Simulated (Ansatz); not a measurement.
Theory: Ansatz, DFT PBE, scalar-relativistic, plane waves, PAW. All cells share a 420 eV cutoff and Γ-centred k meshes spaced at most about 0.3 Å⁻¹ (about 0.25 or finer for metals, 2π included). Spin is collinear.

These are static total energies at zero pressure.

Two relaxed structures of Co₂Si:

A. (parallel moments up to 0.8 μB)

```xyz
3
Lattice="-1.3679 1.3679 4.3084 1.3679 -1.3679 4.3084 1.3679 1.3679 -4.3084" Properties=species:S:1:pos:R:3 pbc="T T T"
Si    0.0000    0.0000    0.0000
Co    0.0000    0.0000    2.9829
Co    0.0000    0.0000    5.6339
```

B. (parallel moments up to 0.9 μB)

```xyz
6
Lattice="3.4548 0.0000 0.0000 0.0000 3.4548 0.0000 0.0000 0.0000 5.7492" Properties=species:S:1:pos:R:3 pbc="T T T"
Si    0.0000    1.7274    4.2267
Si    1.7274    0.0000    1.5226
Co    0.0000    1.7274    1.9767
Co    1.7274    0.0000    3.7725
Co    1.7274    1.7274    0.0000
Co    0.0000    0.0000    0.0000
```

Task: Which is lower in energy, and by how much?

Result: A is lower, by 20 meV/atom. A has Si and Co ordered on bcc sites, space group I4/mmm (No. 139), 10.7 Å³/atom and no gap on its mesh; B has the Cu2Sb type, space group P4/nmm (No. 129), 11.4 Å³/atom and no gap. Counting Si atoms around Co (those within 1.25 times the shortest such distance or 1.15 times the sum of covalent radii; a plus sign parts nearer from farther groups; a slash parts the counts of unlike sites), A has Co 4 and B has Co 4/1+4. The denser one is the lower, and pressure would at first widen the difference. In A, Si is surrounded by 8 Co at 2.35 Å, 4 Si at 2.74 Å and 2 Co at 2.98 Å; Co is surrounded by 4 Si at 2.35 Å, 9 Co at 2.55–2.74 Å and 1 Si at 2.98 Å. In B, Si has 5 Co at 2.25–2.30 Å and 4 Co at 2.48 Å; Co on a site of symmetry 4mm is surrounded by 1 Si at 2.25 Å, 4 Si at 2.48 Å and 4 Co at 2.63 Å; Co on a site of symmetry -4m2 is surrounded by 4 Si at 2.30 Å, 4 Co at 2.44 Å and 4 Co at 2.63 Å. Both come from invented guesses. The lowest form computed isn't among them: it has space group Pnma (No. 62), 10.6 Å³/atom, is reached from a cell as deposited in COD and lies 126 meV/atom below the best shown.

For metals, differences of a few meV/atom aren't resolved. Another magnetic order may lie lower. Cells relaxed within their symmetry can be saddle points. Some types were kept out of the candidates beforehand, so the set may lack a known form.
